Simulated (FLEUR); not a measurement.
# Ca (I4/mmm) in FLEUR: a series of runs

One crystal, Ca, is run at these levels: PBE; tasks: single point.

Program: FLEUR MaX-R8.1 (later development tree). These are calculated values, not measurements. Logs are shortened: lines on timing, memory, paths and dates and some standing lists are left out, and cuts for length are marked.

## 1. The crystal as given

The structure is tetragonal, space group I4/mmm (No. 139). Conventional cell: a = 4.410 Å, b = 4.410 Å, c = 4.392 Å, α = 90.00°, β = 90.00°, γ = 90.00°. Ca (site symmetry 4/mmm) is surrounded by 8 Ca at 3.81 Å.

This isn't the form of Ca at room conditions, which is fcc.

## 2. Single point, PBE

Input file inp.xml:

```xml
<?xml version="1.0" encoding="UTF-8" standalone="no"?>
<fleurInput fleurInputVersion="0.39">
   <comment>
      Ca                                                                                                  
   </comment>
   <calculationSetup>
      <cutoffs Kmax="4.1" Gmax="12.7" GmaxXC="12.7" numbands="0"/>
      <scfLoop itmax="60" minDistance="0.00001" maxIterBroyd="15" imix="Anderson" alpha="0.05" precondParam="0.0" spinf="2.0" sdNocoIR="T"/>
      <coreElectrons ctail="T" frcor="F" kcrel="0" coretail_lmax="0"/>
      <xcFunctional name="pbe" relativisticCorrections="F"/>
      <magnetism jspins="1"/>
      <soc l_soc="F" theta="0.0" phi="0.0" spav="F"/>
      <expertModes spex="0" secvar="F"/>
      <geometryOptimization l_f="T" forcealpha="1.0" forcemix="BFGS" epsdisp="0.0005" epsforce="0.0002"/>
      <ldaU l_linMix="F" mixParam="0.05" spinf="1.0"/>
   </calculationSetup>
   <cell>
      <bzIntegration valenceElectrons="10.0" mode="hist" fermiSmearingEnergy="0.00183747">
         <kPointListSelection listName="default-1"/>
         <!-- k-points included here -->
         <xi:include xmlns:xi="http://www.w3.org/2001/XInclude" href="kpts.xml"> </xi:include>
      </bzIntegration>
      <!-- symmetry operations included here -->
      <xi:include xmlns:xi="http://www.w3.org/2001/XInclude" href="sym.xml"> </xi:include>
      <bulkLattice scale="1.0">
         <bravaisMatrix>
            <row-1>   -4.1672333164289439     4.1672333164289439     4.1500555290779655</row-1>
            <row-2>    4.1672333164289439    -4.1672333164289439     4.1500555290779655</row-2>
            <row-3>    4.1672333164289439     4.1672333164289439    -4.1500555290779655</row-3>
         </bravaisMatrix>
      </bulkLattice>
   </cell>
   <atomSpecies>
      <species name="Calcium (Ca)" element="Ca" atomicNumber="20">
         <mtSphere radius="2.66" gridPoints="879" logIncrement="0.014"/>
         <atomicCutoffs lmax="11" lnonsphr="8"/>
         <electronConfig flipSpins="F">
            <coreConfig>(1s1/2) (2s1/2) (2p1/2) (2p3/2)</coreConfig>
            <valenceConfig>(3s1/2) (3p1/2) (3p3/2) (4s1/2)</valenceConfig>
         </electronConfig>
         <energyParameters s="4" p="3" d="3" f="4"/>
         <lo type="SCLO" l="0" n="3" eDeriv="0"/>
         <lo type="HELO" l="1" n="4" eDeriv="0"/>
         <lo type="HELO" l="1" n="4" eDeriv="1"/>
         <lo type="SCLO" l="2" n="3" eDeriv="2"/>
         <lo type="SCLO" l="3" n="4" eDeriv="2"/>
      </species>
   </atomSpecies>
   <atomGroups>
      <atomGroup species="Calcium (Ca)">
         <relPos label="                   1">1.000/2.000 1.000/2.000 .0000000000</relPos>
         <force calculate="T" relaxXYZ="TTT"/>
      </atomGroup>
   </atomGroups>
   <output dos="F" band="F" slice="F">
      <checks vchk="F" cdinf="F"/>
      <bandDOS minEnergy="-.5*Htr" maxEnergy="0.5*Htr" sigma="0.015" storeEVData="T"/>
      <vacuumDOS vacdos="F" integ="F" star="F" nstars="0" locx1="0.0" locy1="0.0" locx2="0.0" locy2="0.0" nstm="0" tworkf="0.0"/>
      <unfoldingBand unfoldBand="F" supercellX="1" supercellY="1" supercellZ="1"/>
      <plotting iplot="0" polar="F">
         <plot TwoD="T" vec1="  1.0  0.0  0.0" vec2="  0.0  1.0  0.0" vec3="  0.0  0.0  1.0" zero="  0.0  0.0  0.0" file="plot"/>
      </plotting>
      <chargeDensitySlicing numkpt="0" minEigenval="0.0" maxEigenval="0.0" nnne="0" pallst="F"/>
      <specialOutput eonly="F"/>
      <moessbauerParams electricFieldGradient="T" isomerShift="T" coreHyperfine="T" valenceHyperfine="T"/>
      <magneticCircularDichroism mcd="F" energyLo="-10.0" energyUp="0.0"/>
   </output>
  <!-- We include the file relax.xml here to enable relaxations (see documentation) -->
  <xi:include xmlns:xi="http://www.w3.org/2001/XInclude" href="relax.xml"> <xi:fallback/> </xi:include>
</fleurInput>
```

Input file crystal.txt:

```
Ca
&input cartesian=F /
-2.2052049036  2.2052049036  2.1961148100
2.2052049036  -2.2052049036  2.1961148100
2.2052049036  2.2052049036  -2.1961148100
1.8897261246
1.0 1.0 1.0

1
20 0.5000000000  0.5000000000  0.0000000000

&kpt div1=9 div2=9 div3=9 gamma=T /
```

Potentials or basis: all-electron, FLAPW.

On the command line:

```
inpgen -f crystal.txt -profile fastHighL
# inp.xml edited to the form shown
fleur_MPI
```

Log:

```text
Welcome to FLEUR        (www.flapw.de)
      MaX-Release 8.1          (www.max-centre.eu)

 ========== k-point set info ==========
 Selected k-point list: default-1
 k-point list type: mesh
 9 x 9 x 9
 Number of k points: 75

 ------------Calculation Setup---------------------------
 Number of MPI-tasks      :            1
 Number of PE/node        :            1
 Number of OMP-threads    :            1
 Most efficient MPI parallelization for:
           1           3           5          15          25          75
 Additional eigenvalue parallelization possible
 Number of basis functions:          385
 Approximate size of matrices (H+S) per k-point:         0.002 GB
 --------------------------------------------------------
 Iteration:     1   Distance:       1.85241970 me/bohr^3
 Iteration:     2   Distance:       1.74955020 me/bohr^3
 Iteration:     3   Distance:       0.65662999 me/bohr^3
 Iteration:     4   Distance:       0.16220344 me/bohr^3
 Iteration:     5   Distance:       0.12058582 me/bohr^3
 Iteration:     6   Distance:       0.00607128 me/bohr^3
 Iteration:     7   Distance:       0.00494221 me/bohr^3
 Iteration:     8   Distance:       0.00017140 me/bohr^3
 Iteration:     9   Distance:       0.00022044 me/bohr^3
 Iteration:    10   Distance:       0.00001227 me/bohr^3
 Iteration:    11   Distance:       0.00000114 me/bohr^3

 ********************************************************************
 Run finished successfully
 Stop message:
   Structural relaxation: Done
 ********************************************************************
```

out.xml (last iteration):

```text
<iteration numberForCurrentRun="   12" overallNumber="   12">
         <energyParameters units="Htr">
            <atomicEP atomType="1" spin="1" branch="4s" branchLowest="-1.39" branchHighest="1.75" value="0.1427096143"/>
            <atomicEP atomType="1" spin="1" branch="3p" branchLowest="-11.98" branchHighest="-0.66" value="-0.7160627296"/>
            <atomicEP atomType="1" spin="1" branch="3d" branchLowest="-9.99" branchHighest="0.46" value="0.2229945886"/>
            <atomicEP atomType="1" spin="1" branch="4f" branchLowest="-9.99" branchHighest="2.38" value="0.5186977960"/>
            <loAtomicEP atomType="1" spin="1" branch="3s" branchLowest="-14.91" branchHighest="-1.39" value="-1.4196649034"/>
            <heloAtomicEP atomType="1" spin="1" branch="4p" branchLowest="1.38" branchHighest="1.38" value="1.3804069352"/>
            <heloAtomicEP atomType="1" spin="1" branch="4p" branchLowest="1.38" branchHighest="1.38" value="1.3804069352"/>
            <loAtomicEP atomType="1" spin="1" branch="3d" branchLowest="-9.99" branchHighest="0.46" value="0.2228015195"/>
            <loAtomicEP atomType="1" spin="1" branch="4f" branchLowest="-9.99" branchHighest="2.38" value="0.5186999412"/>
         </energyParameters>
         <eigenvalues>
            <eigenvaluesAt spin="1" ikpt="1" k_x="0.00000000" k_y="0.00000000" k_z="0.00000000">
                      -1.4202009885       -0.7187833014       -0.7187554468       -0.7187554468       -0.0213186155
                       0.2103425110        0.2110122561        0.2110122561        0.2485381521
            </eigenvaluesAt>
            <eigenvaluesAt spin="1" ikpt="2" k_x="0.00000000" k_y="0.00000000" k_z="0.11111111">
                      -1.4201412613       -0.7193400396       -0.7189770036       -0.7187534415       -0.0132667486
                       0.2062102063        0.2067656095        0.2170495241        0.2434814690
            </eigenvaluesAt>
            <eigenvaluesAt spin="1" ikpt="3" k_x="0.00000000" k_y="0.00000000" k_z="0.22222222">
                      -1.4199898791       -0.7208071121       -0.7194659798       -0.7187479073        0.0099019660
                       0.1898464215        0.1951641219        0.2342833247        0.2411033344
            </eigenvaluesAt>
            <eigenvaluesAt spin="1" ikpt="4" k_x="0.00000000" k_y="0.00000000" k_z="0.33333333">
                      -1.4198175311       -0.7224536836       -0.7200197709       -0.7187417170        0.0449046650
                       0.1633157811        0.1840987453        0.2445550971        0.2542095324
            </eigenvaluesAt>
         </eigenvalues>
         <bandgap value="0.0164121123" units="eV"/>
         <sumValenceSingleParticleEnergies value="-7.0099984789" units="Htr"/>
         <FermiEnergy value="0.1277125131" units="Htr"/>
         <valenceDensity>
            <mtCharges spin="1">
               <mtCharge atomType="1" total="8.3369703" s="2.1716486" p="5.9768004" d="0.1879283" f="0.0005559"/>
            </mtCharges>
            <spinDependentCharge spin="1" total="10.0000000" interstitial="1.6630297" mtSpheres="8.3369703"/>
            <totalCharge value="10.0000000000"/>
         </valenceDensity>
         <coreStates atomType="     1" atomicNumber=" 20" spin="1" kinEnergy="    640.9438382204" eigValSum="   -391.3231583629" lostElectrons=" 0.000000">
            <state n="1" l="0" j="0.5" energy="-144.8061795304" weight="1.0000000000"/>
            <state n="2" l="0" j="0.5" energy="-14.9083490937" weight="1.0000000000"/>
            <state n="2" l="1" j="0.5" energy="-12.0726946009" weight="1.0000000000"/>
            <state n="2" l="1" j="1.5" energy="-11.9371779782" weight="2.0000000000"/>
         </coreStates>
         <allElectronCharges>
            <spinDependentCharge spin="1" total="20.0000000" interstitial="1.6630297" mtSpheres="18.3369703"/>
            <totalCharge value="19.9999999989"/>
         </allElectronCharges>
         <moessbauerParams unitsHFF="kG" unitsIS="e/bohr^3" unitsEFG="Htr/bohr^2">
            <coreIsomerShift atomType="1" isTotal="6118.06212">
               <shell n="1" l="0" isomerShift="5639.41894"/>
               <shell n="2" l="0" isomerShift="477.22639"/>
               <shell n="2" l="1" isomerShift="1.41678"/>
            </coreIsomerShift>
            <isomerShift atomType="1" nucleusRadius="0.0000808" averageDensity="6181.30058"/>
            <electricFieldGradient atomType="1" VXX="-0.00106" VYY="-0.00106" VZZ="0.00211" asymParam="0.00000">
            </electricFieldGradient>
         </moessbauerParams>
         <totalEnergy                                    value="     -680.3984007592" units="Htr">
            <sumOfEigenvalues                            value="     -398.3331568418">
               <coreElectrons value="-391.3231583629"/>
               <valenceElectrons value="-7.0099984789"/>
            </sumOfEigenvalues>
            <densityCoulombPotentialIntegral value="-1037.2563003126"/>
            <densityEffectivePotentialIntegral value="-1084.0130273474"/>
            <chargeDenXCDenIntegral value="-36.1255259799"/>
            <FockExchangeEnergyValence value="0.0000000000"/>
            <FockExchangeEnergyCore value="0.0000000000"/>
            <atomTypeDependentContributions atomType="1">
               <electronNucleiInteractionDifferentMTs value="804.4629295376"/>
               <MadelungTerm value="-6.8616655909"/>
            </atomTypeDependentContributions>
            <tkbTimesEntropy value="0.0005511310"/>
            <freeEnergy value="-680.3989518902"/>
            <extrapolationTo0K value="-680.3986763247"/>
         </totalEnergy>
         <totalForcesOnRepresentativeAtoms units="Htr/bohr">
            <forceTotal atomType="1" x="0.000000" y="0.000000" z="4.150056" F_x="0.00000000" F_y="0.00000000" F_z="0.00000000"/>
         </totalForcesOnRepresentativeAtoms>
      </iteration>
```

It took 50 s on 1 thread of Arm Neoverse V1, shared host; peak memory 0.07 GiB.

Results:

| Quantity | Value |
| --- | --- |
| Free energy | -18514.5987 eV |
| Band gap on the k mesh | none (metal or under the smearing width) |
| Valence electrons inside the program's atomic spheres | Ca 8.34 (radii Ca 2.66 bohr) |

Core levels (eV from the Fermi level):
```tsv
atom	levels
1 Ca	1s1/2 -3943.9, 2s1/2 -409.2, 2p1/2 -332.0, 2p3/2 -328.3
```

## 3. Single point, PBE (cell strained at random at fixed volume)

Changes to inp.xml since step 2:

```diff
@@ -26,5 +26,5 @@
          <bravaisMatrix>
-            <row-1>   -4.1672333164289439     4.1672333164289439     4.1500555290779655</row-1>
-            <row-2>    4.1672333164289439    -4.1672333164289439     4.1500555290779655</row-2>
-            <row-3>    4.1672333164289439     4.1672333164289439    -4.1500555290779655</row-3>
+            <row-1>   -4.1645878820241027     4.0872905246234650     4.0824660538273605</row-1>
+            <row-2>    4.1807809451858002    -4.1782751683445802     4.1900859566233306</row-2>
+            <row-3>    4.2081895328969985     4.2218768192174760    -4.1738267530472717</row-3>
          </bravaisMatrix>
```

Input file crystal.txt:

```
Ca
&input cartesian=F /
-2.2038050000  2.1629010000  2.1603480000
2.2123740000  -2.2110480000  2.2172980000
2.2268780000  2.2341210000  -2.2086940000
1.8897261246
1.0 1.0 1.0

1
20 0.5065310000  0.4948170000  -0.0060770000

&kpt div1=9 div2=9 div3=9 gamma=T /
```

Potentials or basis: all-electron, FLAPW.

On the command line:

```
inpgen -f crystal.txt -profile fastHighL
# inp.xml edited to the form shown
fleur_MPI
```

Run time: 5.2 min. Hardware: 1 thread of Arm Neoverse V1, shared host; peak memory 0.1 GiB.

It converged, with:

| Item | Value |
| --- | --- |
| Free energy | -18514.5979 eV |
| Band gap on the k mesh | none (metal or under the smearing width) |
| Valence electrons inside the program's atomic spheres | Ca 8.34 (radii Ca 2.66 bohr) |

Levels at points of the mesh, in eV from the Fermi level:
```csv
k point,band 3,band 4,band 5,band 6,band 7,band 8
"(0.00, 0.00, 0.00)",-23.03,-23.03,-4.05,2.17,2.29,2.32
```

Core levels (eV from the Fermi level):
```tsv
atom	levels
1 Ca	1s1/2 -3943.9, 2s1/2 -409.2, 2p1/2 -332.0, 2p3/2 -328.3
```
